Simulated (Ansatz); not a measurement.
# TiC (Fm-3m) in Ansatz: notebook, part 2 of 2

Ansatz 0.2.0. Earlier steps stand in the parts before.

### Step 4. Density of states, PBEsol

File input.yaml:

```yaml
crystal:
  lattice:
    - [0.0, 2.1657188437, 2.1657188437]
    - [2.1657188437, 0.0, 2.1657188437]
    - [2.1657188437, 2.1657188437, 0.0]
  atoms:
    - { symbol: Ti, position: [0.0, 0.0, 0.0] }
    - { symbol: C, position: [0.5, 0.5, 0.5] }
hamiltonian:
  xc: pbesol
  pseudopotentials: { kind: paw }
kpoints:
  mp_grid: { grid: [10, 10, 10] }
scf:
  occupations: { method: fermi_dirac, width: 0.05 }
  n_extra_bands: 6
output:
  forces: true
  stress: true
  eigenvalues: true
  dos: { projected: false, de: 0.05, nscf_kmesh: { grid: [15, 15, 15] } }
```

Potentials or basis: Ansatz PAW.

Started as:

```
$ ansatz run input.yaml --threads 2 --pin off --max-ram 5632MiB --backend cpu --events-out ev --progress --plain --runs-dir out
```

Log:

```text
Warning: RAYON_NUM_THREADS=2 ignored (pool sized by the plan → 2); use --threads N
scf.n_extra_bands = 6 over 8 filled bands (N_el = 16.0): the run solves 14 bands
Engine: ansatz 0.2.0, aarch64-unknown-linux-gnu
Pseudopotentials: kind: paw
Pseudopotential: Ti, paw, valence charge 12, recommended cutoff 420 eV (normal), Ti.paw.azcp
Pseudopotential: C, paw, valence charge 4, recommended cutoff 420 eV (normal), C.paw.azcp
Functional definition: PBEsol
  exchange = pbesol_x
  correlation = pbesol_c
Crystal: 2 atoms, lattice volume = 20.316 Å³
Basis set: ecut = 420 eV, 411 PW (Γ), exchange–correlation on 48×48×48 points (8 copies of the dense FFT grid, shifted against one another)
Bands: 14, of which v1, the nominal top of the filled ones, is band 8 counted from 1 (7 counted from 0)
Symmetry: 48 space group operations
Space group: Fm-3m (ITA 225), of the structure as read, at distance tolerance 2.7e-5 Å
k-points: 47 of 1000
Non-local potential: Ti, projectors of the file, l = 0: 3, l = 1: 2, l = 2: 3, l = 3: 1
Non-local potential: C, projectors of the file, l = 0: 2, l = 1: 2, l = 2: 1
PAW form: soft (Blöchl's): semilocal exchange-correlation on the pseudo side does not see the compensation charge
PAW frozen core: Ti, regenerated for the run's functional, and the local potential with it (the file was generated under x = pbe(κ = 0.804, μ = 0.2195149727645171), c = pbe(β = 0.06672455060314922))
PAW frozen core: C, regenerated for the run's functional, and the local potential with it (the file was generated under x = pbe(κ = 0.804, μ = 0.2195149727645171), c = pbe(β = 0.06672455060314922))
PAW one-centre angular grid: Ti, 590 points (default); XC on 64 Gauss nodes
PAW one-centre angular grid: C, 110 points (default); XC on 64 Gauss nodes
Initial density: superposition of atomic densities (neutral atoms: chi_scale 0, normalization atom), corrected by the library's trained network
Initial wavefunctions: pseudopotential atomic-orbital guess
Functional: x = pbesol(κ = 0.804, μ = 0.12345679012345678), c = pbesol(β = 0.046)
SCF iter   1: F=—  HF=-2722.414065 eV  |F-HF|=—  |Δ(HF+E_count)|=         —  Δρ=1.02e-2  dr2=2.36e-2  ethr=1.77e-3  ⟨swp⟩=4.5  Hψ=3112  notcnv=0
preconditioner: auto → none  [metal: Δε(μ)=0.082 eV  Ē_g=9.815 eV  σ=0.050 eV  W_gap=0.36  n_scr=8 (ndim 8)  ℏωp=23.3 eV  f_vac=0.000  D(μ)=0.35/eV (n_scr^D=0)  sad-step TF]
SCF iter   2: F=—  HF=-2722.410787 eV  |F-HF|=—  |Δ(HF+E_count)|=   3.28e-3  Δρ=7.21e-3  dr2=1.32e-2  ethr=1.47e-4  ⟨swp⟩=2.0  Hψ=1258  notcnv=0  defer=19
SCF iter   3: F=—  HF=-2722.408223 eV  |F-HF|=—  |Δ(HF+E_count)|=   2.56e-3  Δρ=1.16e-3  dr2=3.61e-4  ethr=8.28e-5  ⟨swp⟩=2.2  Hψ=773  notcnv=0  defer=19
SCF iter   4: F=—  HF=-2722.408159 eV  |F-HF|=—  |Δ(HF+E_count)|=   6.34e-5  Δρ=1.18e-4  dr2=1.91e-6  ethr=2.26e-6  ⟨swp⟩=1.6  Hψ=688  notcnv=0  defer=19
SCF iter   5: F=—  HF=-2722.408161 eV  |F-HF|=—  |Δ(HF+E_count)|=   1.71e-6  Δρ=9.35e-6  dr2=1.98e-8  ethr=1.19e-8  ⟨swp⟩=2.0  Hψ=765  notcnv=0  defer=19
SCF iter   6: F=-2722.408161 eV  HF=-2722.408161 eV  |F-HF|=2.41e-11  |Δ(HF+E_count)|=   2.95e-9  Δρ=6.90e-7  dr2=4.41e-11  ethr=1.24e-10  ⟨swp⟩=4.9  Hψ=2404  notcnv=0
SCF 1 converged in 6 iterations: F = -2722.408161 eV  dr2 = 4.41e-11
NSCF: frozen V_eff on 120 k-points
SCF converged after 6 iterations
Free energy (F): -2722.408161 eV
Harris-Foulkes:  -2722.408161 eV  (|F-HF|=2.41e-11)
Internal energy: -2722.405582 eV  (E = F + TS)
E sigma→0 (E₀):  -2722.406872 eV
Entropy (-TS):   -0.002578 eV (-1.289 meV/atom)
Fermi energy:    14.627859 eV
--- Per-component energies (eV) ---
  E_band       = -111.277100
  E_kinetic    = 361.539715
  E_local      = -775.435407  (includes V_loc(G=0)·N_el)
  E_nonlocal   = 33.208935
  E_hartree    = 313.777981
  E_xc         = -146.220115
  E_vxc        = -183.283665  (∫ρ·V_xc dr)
  E_paw        = -1116.173388  (= ΣΔE_a)
  E_vpaw       = -174.862934  (= ΣTr[D̂ρ^β])
  E_aug_tail   = 0.000143  (compensation charges beyond the density's cutoff)
  E_ewald      = -1393.263931
  E_core_change = 0.160485  (= ΣΔE_core)
  E_smearing   = -0.002578  (= −TS)
  E_closure    = 0.000000  (closes the sum)
  Σ components = -2722.408161   (vs F -2722.408161, Δ=0.00e0)
--- Forces (eV/Å), atoms counted from 1 ---
  atom   1  Ti    -0.00000000     0.00000000    -0.00000000
  atom   2  C      0.00000000    -0.00000000     0.00000000
  max |Σ_I F_I| component: 5.92e-30 eV/Å
--- Stress (GPa, compression-positive) ---
       -6.699389      -0.000000      -0.000000
       -0.000000      -6.699389       0.000000
       -0.000000       0.000000      -6.699389
  P = ⅓ Tr σ = -6.6994 GPa (-66.994 kbar)
--- Band table (eV; the first three rows and the last of 47) ---
  k-point 0: bands = ["-41.7112", "-17.8484", "-17.8484", "-17.8484", "2.2063", "15.2494", "15.2494", "15.2494", "16.2829", "16.2829", "16.2829", "16.3191", "16.3191", "25.0353"]
  k-point 1: bands = ["-41.7041", "-17.8990", "-17.8531", "-17.8531", "2.4336", "14.3148", "14.6237", "14.6237", "15.6078", "15.6078", "16.7150", "17.9507", "17.9507", "25.4148"]
  k-point 2: bands = ["-41.6853", "-18.0294", "-17.8655", "-17.8655", "3.0793", "12.6954", "13.4007", "13.4007", "16.0336", "16.0336", "17.1796", "19.6584", "19.6584", "25.8896"]
  k-point 46: bands = ["-41.6109", "-18.2019", "-18.1169", "-18.0281", "5.0568", "11.2747", "11.6365", "12.0727", "16.8211", "17.7721", "18.1219", "19.4213", "20.0651", "28.4826"]
```

dos.tsv:

```text
# E-E_F[eV]	g_bin_mean(E)[states/eV]	N(E)
# format = ansatz-dos/2
# fermi_ev = 14.565616
# fermi_mp_grid = 15 15 15
# fermi_mp_shift = 0 0 0
# nscf_kmesh_grid = 15 15 15
# nscf_kmesh_shift = 0 0 0
# tetrahedron_fermi_ev = 14.602766
# g_bin_mean(E): the states in a bin one row spacing wide, centred on E, divided by that spacing. States that the method places at a single energy (under output.dos.method: tetrahedron, those of a tetrahedron whose four corners have one energy) are counted whole in the row whose bin holds that energy (on the edge of two bins, in the lower row). The sum of g_bin_mean over a run of rows, times the row spacing, is the number of states from half a spacing under the first of them to half a spacing over the last (a plain sum, not the trapezoid rule).
-56.776838	0.000000e0	0.000000e0
-56.726838	0.000000e0	0.000000e0
-56.676838	0.000000e0	0.000000e0
-56.626838	0.000000e0	0.000000e0
-56.576838	0.000000e0	0.000000e0
-56.526838	0.000000e0	0.000000e0
[... 1417 lines left out ...]
14.373162	0.000000e0	2.800000e1
14.423162	0.000000e0	2.800000e1
```

It took 1.8 s on 2 threads of Arm Neoverse N1, shared host; peak memory 0.28 GiB.

What came out:

| Property | Result |
| --- | --- |
| Free energy | -2722.4082 eV |
| Pressure | -6.7 GPa |
| Band gap on the k mesh | none (metal or under the smearing width) |
| Density of states at the Fermi level | 0.25 states/eV per cell |

Levels at points of the mesh, in eV from the Fermi level:
```csv
k point,band 4,band 5,band 6,band 7,band 8,band 9,band 10,band 11,band 12,band 13
"(0.00, 0.00, 0.00)",-32.48,-12.42,0.62,0.62,0.62,1.66,1.66,1.66,1.69,1.69
"(0.00, 0.00, -0.50)",-32.53,-8.89,-5.92,-2.95,-2.95,2.88,2.88,4.07,8.10,8.18
"(0.00, -0.50, -0.50)",-32.65,-10.11,-3.49,-1.72,-0.07,-0.07,2.70,3.49,3.49,5.83
```

States per cell in windows of 1 eV (zero at the Fermi level; states under -8 eV left out):
```csv
from (eV),total
-8.0,0.00
-7.0,0.00
-6.0,0.15
-5.0,0.79
-4.0,1.06
-3.0,2.45
-2.0,1.10
-1.0,0.42
0.0,0.42
1.0,0.88
2.0,1.84
3.0,2.97
4.0,0.78
5.0,1.05
6.0,1.13
7.0,0.88
```

Caveat: the PAW data sets come from PBE, with cores solved anew for the run's functional, which leaves a small shift of forces and pressure.

### Step 5. Band structure, LDA

Changes to input.yaml since step 4:

```diff
@@ -9,6 +9,11 @@
 hamiltonian:
-  xc: pbesol
+  xc: lda
   pseudopotentials: { kind: paw }
 kpoints:
-  mp_grid: { grid: [10, 10, 10] }
+  mp_grid: { grid: [6, 6, 6] }
+  band_path:
+    path:
+      - [[0.0, 0.0, 0.0], [0.5, 0.0, 0.5], [0.5, 0.25, 0.75], [0.375, 0.375, 0.75], [0.0, 0.0, 0.0], [0.5, 0.5, 0.5], [0.625, 0.25, 0.625], [0.5, 0.25, 0.75], [0.5, 0.5, 0.5], [0.375, 0.375, 0.75]]
+      - [[0.625, 0.25, 0.625], [0.5, 0.0, 0.5]]
+    npoints: 14
 scf:
@@ -20,2 +25,2 @@
   eigenvalues: true
-  dos: { projected: false, de: 0.05, nscf_kmesh: { grid: [15, 15, 15] } }
+  fatbands: true
```

Started as:

```
$ ansatz run input.yaml --threads 2 --pin off --max-ram 5632MiB --backend cpu --events-out ev --progress --plain --runs-dir out
```

Wall time 1.5 s (2 threads of Intel Xeon Platinum 8259CL at 2.50GHz (Skylake/Cascade Lake), shared host); peak memory 0.34 GiB.

The run converged. Its results:

* Free energy: -2695.1265 eV
* Pressure: -12.6 GPa
* Band gap on the k mesh: none (metal or under the smearing width)

Levels at the corners of the path, in eV from the Fermi level:
```csv
point,band 6,band 7,band 8,band 9,band 10,band 11
Γ,0.76,0.76,0.76,1.81,1.81,1.81
X,-3.25,-1.54,0.12,0.12,2.86,3.61
W,-2.99,-2.99,-2.57,2.89,2.89,3.61
K,-3.34,-3.18,-1.58,1.56,3.23,3.92
Γ,0.76,0.76,0.76,1.81,1.81,1.81
L,-5.71,-2.77,-2.77,3.01,3.01,4.20
U,-3.34,-3.18,-1.58,1.56,3.23,3.92
W,-2.99,-2.99,-2.57,2.89,2.89,3.61
L,-5.71,-2.77,-2.77,3.01,3.01,4.20
K,-3.34,-3.18,-1.58,1.56,3.23,3.92
U,-3.34,-3.18,-1.58,1.56,3.23,3.92
X,-3.25,-1.54,0.12,0.12,2.86,3.61
```

Caveat: the k mesh is coarse (spacing up to 0.42 Å⁻¹), so the values aren't converged; the pressure holds a Pulay correction of +0.4 GPa for the finite cutoff; the PAW data sets come from PBE, with cores solved anew for the run's functional, which leaves a small shift of forces and pressure.

### Step 6. Summary

| task | level | k mesh | q mesh | points for each segment of the path | atoms under strain | mesh quality | gap on the mesh (eV) | pressure (GPa) |
| --- | --- | --- | --- | --- | --- | --- | --- | --- |
| phonons | PBEsol | 10 × 10 × 10 | 2 × 2 × 2 | 8 | - | not flagged | none | - |
| elastic constants | PBEsol | 10 × 10 × 10 | - | - | clamped | not flagged | none | -6.7 |
| density of states | PBEsol | 10 × 10 × 10 | - | - | - | not flagged | none | -6.7 |
| band structure | LDA | 6 × 6 × 6 | - | 14 | - | coarse | none | -12.6 |

Alike in all rows: potentials or basis Ansatz PAW; no spin polarisation; cell as given; cutoff (eV) 420; smearing fermi-dirac 0.05 eV.

Caveats: some runs use coarse meshes; the PAW data sets come from PBE, with cores solved anew for the run's functional, which leaves a small shift of forces and pressure; the cell is more than 3 GPa from zero pressure, which shifts response properties (some runs); elastic constants of metals need much finer meshes, so these are rough (some runs).

Absolute energies hang on the potentials; compare differences alone.
